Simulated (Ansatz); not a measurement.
**BP (F-43m):H_i (antibonding, by P), thermodynamic levels from a 54-atom cell**

Aim: at which Fermi levels does H_i (antibonding, by P) in BP (F-43m) change its charge? The model is a cell of 54 host atoms with 1 H put in.

Main program and level: Ansatz 0.2.0; place-levels on r2SCAN runs: charge-transition levels and formation energies with image-charge correction and potential alignment at the atomic sites.

This is a report of a sequence of runs, with most program output left out.

## Step 1: The structure

The cell holds 55 atoms: 27 B, 27 P and 1 H. Its edges and angles: a = 9.623 Å, b = 9.623 Å, c = 9.623 Å, α = 60.0°, β = 60.0°, γ = 60.0°. It derives from BP (space group F-43m). Nearest the centre at fractional (0.189, 0.523, 0.523): H55 at 0.00 Å, P10 at 1.43 Å, B17 at 2.01 Å, B29 at 2.01 Å, B33 at 2.01 Å, P46 at 2.20 Å, P4 at 2.20 Å, P8 at 2.20 Å.

The host's dielectric constants go in as inputs: 9.31 for the electrons alone, 9.42 with the ions, computed on the host (DFPT, PBEsol, on the r2SCAN cell), and a cell off the functional's own equilibrium shifts the ionic part.

The cell's shortest repeat is 9.6 Å.

## Step 2: Charge states

Levels follow from differences of total energies between charge states, each relaxed by itself.

Random displacements of about 0.05 Å break the site symmetry at the start, so that the relaxation can reach a distorted minimum if there is one. Forces are taken on a 2×2×2 shifted mesh. The cell holds 1 electron more than the neutral one, with a uniform background that keeps it neutral on the whole.

The sampling was tested on the host first: at the k-points planned (1x1x1 shifted 0.25 0.25 0.25) its energy lies 0.152 eV an atom from the dense-mesh value, so the final energies take a denser sampling.

One state's input; the others differ in charge, spin, start and seed, and in occupations where the table says so.

Contents of qm1.relax/input.yaml:

```yaml
crystal:
  lattice:
    - [0.0, 6.8048027, 6.8048027]
    - [6.8048027, 0.0, 6.8048027]
    - [6.8048027, 6.8048027, 0.0]
  atoms:
    - { symbol: B, position: [0.0, 0.0, 0.0] }
    - { symbol: P, position: [0.25, 0.25, 0.25] }
    - { symbol: B, position: [0.0, 0.0, 0.33333333] }
    - { symbol: P, position: [0.25, 0.25, 0.58333333] }
[... 1 atom line left out ...]
    - { symbol: P, position: [0.25, 0.25, 0.91666667] }
    - { symbol: B, position: [0.0, 0.33333333, 0.0] }
    - { symbol: P, position: [0.25, 0.58333333, 0.25] }
[... 1 atom line left out ...]
    - { symbol: P, position: [0.25, 0.58333333, 0.58333333] }
    - { symbol: B, position: [0.0, 0.33333333, 0.66666667] }
[... 2 atom lines left out ...]
    - { symbol: P, position: [0.25, 0.91666667, 0.25] }
    - { symbol: B, position: [0.0, 0.66666667, 0.33333333] }
[... 1 atom line left out ...]
    - { symbol: B, position: [0.0, 0.66666667, 0.66666667] }
[... 4 atom lines left out ...]
    - { symbol: P, position: [0.58333333, 0.25, 0.58333333] }
[... 3 atom lines left out ...]
    - { symbol: P, position: [0.58333333, 0.58333333, 0.25] }
    - { symbol: B, position: [0.33333333, 0.33333333, 0.33333333] }
[... 1 atom line left out ...]
    - { symbol: B, position: [0.33333333, 0.33333333, 0.66666667] }
[... 3 atom lines left out ...]
    - { symbol: B, position: [0.33333333, 0.66666667, 0.33333333] }
[... 1 atom line left out ...]
    - { symbol: B, position: [0.33333333, 0.66666667, 0.66666667] }
[... 10 atom lines left out ...]
    - { symbol: P, position: [0.91666667, 0.58333333, 0.58333333] }
[... 1 atom line left out ...]
    - { symbol: P, position: [0.91666667, 0.58333333, 0.91666667] }
[... 3 atom lines left out ...]
    - { symbol: P, position: [0.91666667, 0.91666667, 0.58333333] }
[... 2 atom lines left out ...]
    - { symbol: H, position: [0.189277, 0.522611, 0.522611] }
  host:
    repeats: [3, 3, 3]
    atoms:
      - { symbol: B, position: [0.0, 0.0, 0.0] }
      - { symbol: P, position: [0.75, 0.75, 0.75] }
total_charge: -1
basis:
  ecutwfc: 500
  xc_grid: 2
hamiltonian:
  xc: r2scan
kpoints:
  mp_grid: { grid: [2, 2, 2], shift: [0.5, 0.5, 0.5] }
scf:
  occupations: { method: fixed }
  max_iter: 60
output:
  forces: true
  charged_corrections:
    epsilon: 9.31
    static_epsilon: 9.42
    defect_position: [0.189277, 0.522611, 0.522611]
relax:
  f_tol: 0.02
  max_steps: 80
  random_displacement: { amplitude: 0.05, seed: 8336 }
checkpoint:
  write: "../qm1.relax.run"
  compress: false
  write_wavefunctions: true
  write_every: 100000
```

On the command line:

```console
> ansatz run input.yaml --threads 4 --pin off --max-ram 7536MiB --backend cpu --events-out ev --progress --plain --runs-dir out
```

The run of this state that the levels use, under r2SCAN:

Contents of qm1.point/input.yaml:

```yaml
crystal:
  checkpoint: "../qm1.relax.run"
  host: checkpoint
total_charge: -1
basis:
  ecutwfc: 500
  xc_grid: 2
hamiltonian:
  xc: r2scan
kpoints:
  mp_grid: { grid: [2, 2, 2], shift: [0.5, 0.5, 0.5] }
scf:
  occupations: { method: fixed }
  max_iter: 60
output:
  forces: true
  eigenvalues: true
  charged_corrections:
    epsilon: 9.31
    static_epsilon: 9.42
    defect_position: [0.189277, 0.522611, 0.522611]
  eigenstates: { localisation: true }
  populations: true
  band_densities: [{ bands: [v1, v1] }, { bands: [c1, c1] }]
  write_density: true
  write_potential: true
  volumetric_format: npy
checkpoint:
  read: "../qm1.relax.run"
  write: "../qm1.point.run"
  compress: false
  write_wavefunctions: false
  write_every: 100000
```

Relaxations under r2SCAN at a 2×2×2 shifted mesh; times on 4 threads of Arm Neoverse V1, shared host:

```tsv
charge	moment (μB)	occupations	outcome	steps	largest displacement against the far atoms (Å)	time
−1	0	fixed	converged	6	0.54	2.6 min
0	1	fixed	converged	6	0.50	7.1 min
+1	0	fixed	converged	13	1.01	4.8 min
```

Single points under r2SCAN at a 2×2×2 shifted mesh; times on 4 threads of Arm Neoverse V1, shared host:

```tsv
charge	moment (μB)	occupations	outcome	time
−1	0	fixed	converged	28 s
0	1	fixed	converged	57 s
+1	0	fixed	converged	28 s
```

Distances (Å) from H55 to the nearest atoms after relaxation with r2SCAN:

```tsv
charge	moment (μB)	1.	2.	3.	4.	5.	6.
−1	0	P 1.92	P 1.92	P 1.92	P 1.92	B 2.29	B 2.29
0	1	P 1.93	P 1.98	P 1.98	P 1.98	B 2.27	B 2.27
+1	0	B 1.28	P 1.48	P 2.12	B 2.43	B 2.49	P 2.67
```

## Step 3: Levels against the band edges, r2SCAN

A charged cell interacts with its images and the background, and its potential has another zero than the host's. place-levels removes the first by a point-charge model, screened by the static dielectric constant since the ions have relaxed around the charge, and the second by comparing potentials at atoms far from the defect.

The host is a run of the defect-free crystal in the same cutoffs, grids and k-points, so that basis and sampling errors cancel in part in the differences. The host is run in a cell of 2 atoms on a matching mesh. Its band edges are searched through the zone by a band path, so the gap is smaller than, or equal to, that on the mesh. Chemical potentials are energies per atom of H (H2 molecule), run with the same functional and cutoff.

Contents of levels.point.yaml:

```yaml
host:
  run: host.point.run
states: [qm1.point.run, q0_M1.point.run, qp1.point.run]
geometry_from:
  qm1.point.run: qm1.relax.run
  q0_M1.point.run: q0_M1.relax.run
  qp1.point.run: qp1.relax.run
  host.point.run: host.relax.run
chemical_potentials:
  H:
    energy: -15.945667
    dataset: "<sha256 of the dataset>"
epsilon: 9.31
static_epsilon: 9.42
vertical:
  - { from: qm1.point.run, to: qm1.point_neutral.run }
  - { from: qp1.point.run, to: qp1.point_neutral.run }
```

On the command line:

```console
> ansatz place-levels levels.point.yaml -- --threads 4 --pin off --max-ram 7536MiB
```

Wall time 0.33 s (4 threads of Arm Neoverse V1, shared host).

Under r2SCAN the gap is 1.41 eV, (+1/0) 0.90, (0/−1) 0.69 eV; the steps are inverted, so the lowest state changes at (+1/−1) 0.79 eV.

Levels between the charges placed, in eV above the valence top:

```tsv
	gap (eV)	(+1/0)	(0/−1)
r2SCAN	1.41	0.90	0.69
```

Corrections by state:

```tsv
charge	moment (μB)	image terms and alignment (eV)	band filling (eV)	ε used	over the lowest of its charge, as the program ranks them, band filling apart (eV)
+1	0.0	0.283	-	9.42	0.000
0	1.0	0.000	-	-	0.000
−1	0.0	0.210	-	9.42	0.000
```

The charged structures listed were also run neutral, and place-levels reads from each pair, by the potential or the spins, how wide the charge is by which they differ; that can be the carrier of either run.

```tsv
charge	rms radius (Å)	spread where it is widest against the cell (Å)	wide from (Å)	reading
+1	2.9	2.38	1.36	wide
−1	2.2	1.24	1.36	narrow
```

The neutral runs of these pairs need not share the spin of the lowest neutral state, and very wide values only mean spread over the cell.

From the program's caveats on the states, each cut to its opening words:

- charge +1: it parts from the run at its places by a charge that spreads by about 2.4 Å along one vector (1.4 Å or more is wide), by its potential at epsilon 9.31, taken [...]
- charge 0 (1 μB): flagged: stability check not made
- charge −1: its alignment with the host at atomic sites is doubtful: the mean over the far sites moves by +0.0536 eV from their farther parts to their nearer, more than [...]

The host's formation energy from the elements is -0.485 eV per atom; it sets how far the chemical potentials can move.

Limit set by the element alone; other compounds of these elements are not counted. Chemical potentials from the elements' reference states: B 0.00 eV, P -0.97 eV, H 0.00 eV. Formation energies (B-rich), with the Fermi level at the valence top and at the conduction bottom (gap 1.41 eV):

```tsv
charge	at valence top (eV)	at conduction bottom (eV)	correction included (eV)
+1	2.08	3.48	0.28
0	2.97	2.97	0.00
−1	3.66	2.25	0.21
```

```csv
Fermi level (eV),lowest formation energy (eV)
0.00,2.08
0.13,2.20
0.26,2.33
0.38,2.46
0.51,2.59
0.64,2.72
0.77,2.84
0.90,2.77
1.02,2.64
1.15,2.51
1.28,2.38
1.41,2.25
```

Limit set by the element alone; other compounds of these elements are not counted. Chemical potentials from the elements' reference states: P 0.00 eV, B -0.97 eV, H 0.00 eV. Formation energy by charge state (P-rich; gap 1.41 eV):

```tsv
charge	at valence top (eV)	at conduction bottom (eV)	correction included (eV)
+1	2.08	3.48	0.28
0	2.97	2.97	0.00
−1	3.66	2.25	0.21
```

(Fermi level (eV), lowest formation energy (eV)): (0.00, 2.08), (0.13, 2.20), (0.26, 2.33), (0.38, 2.46), (0.51, 2.59), (0.64, 2.72), (0.77, 2.84), (0.90, 2.77), (1.02, 2.64), (1.15, 2.51), (1.28, 2.38), (1.41, 2.25)

## Step 4: Levels against the band edges, PBEsol

PBEsol on the same structure is run to see how far the result rests on the functional, though not on the errors that semilocal functionals share.

Contents of qm1.pbesol/input.yaml:

```yaml
crystal:
  checkpoint: "../qm1.relax.run"
  host: checkpoint
total_charge: -1
basis:
  ecutwfc: 420
  xc_grid: 2
hamiltonian:
  xc: pbesol
kpoints:
  mp_grid: { grid: [2, 2, 2], shift: [0.5, 0.5, 0.5] }
scf:
  occupations: { method: fermi_dirac, width: 0.01 }
  max_iter: 60
output:
  forces: true
  eigenvalues: true
  charged_corrections:
    epsilon: 9.31
    static_epsilon: 9.42
    defect_position: [0.189277, 0.522611, 0.522611]
checkpoint:
  write: "../qm1.pbesol.run"
  compress: false
  write_wavefunctions: false
  write_every: 100000
```

The job ended after 20 s (4 threads; peak memory 2.1 GiB; 77 s of CPU time).

Contents of levels.pbesol.yaml:

```yaml
host:
  run: host.pbesol.run
states: [qm1.pbesol.run, q0_M1.pbesol.run, qp1.pbesol.run]
geometry_from:
  qm1.pbesol.run: qm1.relax.run
  q0_M1.pbesol.run: q0_M1.relax.run
  qp1.pbesol.run: qp1.relax.run
  host.pbesol.run: host.relax.run
chemical_potentials:
  H:
    energy: -15.609288
    dataset: "<sha256 of the dataset>"
```

On the command line:

```console
> ansatz place-levels levels.pbesol.yaml -- --threads 4 --pin off --max-ram 7536MiB
```

The job ended after 0.2 s (4 threads).

Under PBEsol the gap is 1.13 eV, (+1/0) 0.63, (0/−1) 0.54 eV; the steps are inverted, so the lowest state changes at (+1/−1) 0.58 eV; the stage before (r2SCAN) gave a gap of 1.41 eV and levels within 0.27 eV of these.

## Step 5: Another choice

The levels are placed again with one choice changed, to see how much they rest on it.

levels.try0.yaml is levels.point.yaml with these lines changed:

```diff
-epsilon: 9.31
-static_epsilon: 9.42
+epsilon: 500.0
+static_epsilon: 500.0
```

On the command line:

```console
> ansatz place-levels levels.try0.yaml -- --threads 4 --pin off --max-ram 7536MiB
```

The change: a very large dielectric constant, which removes the point-charge term and changes the alignment.

Levels in eV above the valence top; the changed ones are not the defect's:

```tsv
	gap (eV)	(+1/0)	(0/−1)
changed	1.41	1.06	0.52
as set up	1.41	0.90	0.69
```

The largest shift is 0.17 eV.

## Step 6: The ladder

Levels between neighbouring charges, in eV above each run's own valence top:

```tsv
	gap (eV)	(+1/0)	(0/−1)	CPU time a state at this stage (restarts are quicker than cold starts)
r2SCAN, 2×2×2 shifted mesh	1.41	0.90	0.69	2.5 min
PBEsol on r2SCAN structures, 2×2×2 shifted mesh	1.13	0.63	0.54	2.1 min
```

## Step 7: What came out

* gap of the host: 1.41 eV (r2SCAN)
* level (plus 1/0): 0.90 eV above the valence top, not a change between lowest states
* level (0/minus 1): 0.69 eV above the valence top, not a change between lowest states
* level (plus 1/minus 1): 0.79 eV above the valence top
* lowest of the charges placed, just above the valence top (0.02 eV): +1
* lowest of the charges placed, just below the conduction bottom (0.02 eV): −1
* lowest formation energy at mid-gap of the charges run, B-rich: 2.78 eV
* lowest formation energy at mid-gap of the charges run, P-rich: 2.78 eV

What this shows: Of the charges placed (−1, 0 and +1), the lowest changes at 0.79 eV (+1/−1) above the valence top, in a gap of 1.41 eV. (+1/−1) passes over charge 0, which lies 0.10 eV above the two there; a lower structure or spin state of it, if missed, would change that. Charges above +1 and below −1 were not placed, so these runs say nothing of levels that involve them. States placed: +1 at 0 μB; 0 at 1 μB; −1 at 0 μB. Other spin states or structures, where not listed, weren't placed. At charge +1 the atom put in ends up to 1.0 Å from its starting place, so the name tells the start alone and the levels can join different sites. H is taken at its element; compounds, which aren't counted here, bound the chemical potentials and would shift these formation energies. The program doubts the alignment of potentials for at least one state, a sign that the cell is small. What this leaves open: r2SCAN makes the gap too small and tends to spread out bound carriers.

[Logs are printed without paths, hosts, clocks, repeated set-up lines and the standing remarks that a program may print on its own settings, such as how far it seeks lower states.]

[Hosts, paths, dates, database ids (printed as entryN), source tags and the programs' standing remarks are cut or masked in the printed files.]

[Where a table of states has a column of steps, it counts the stored structures, which are thinned; the runs took as many ionic steps or more.]

[A defect's name tells the site on which it was built; relaxed atoms can leave that site.]

[For some hosts the program warned that the k-mesh of the response run may be too coarse for force constants and the static dielectric constant; such warnings are not shown here.]
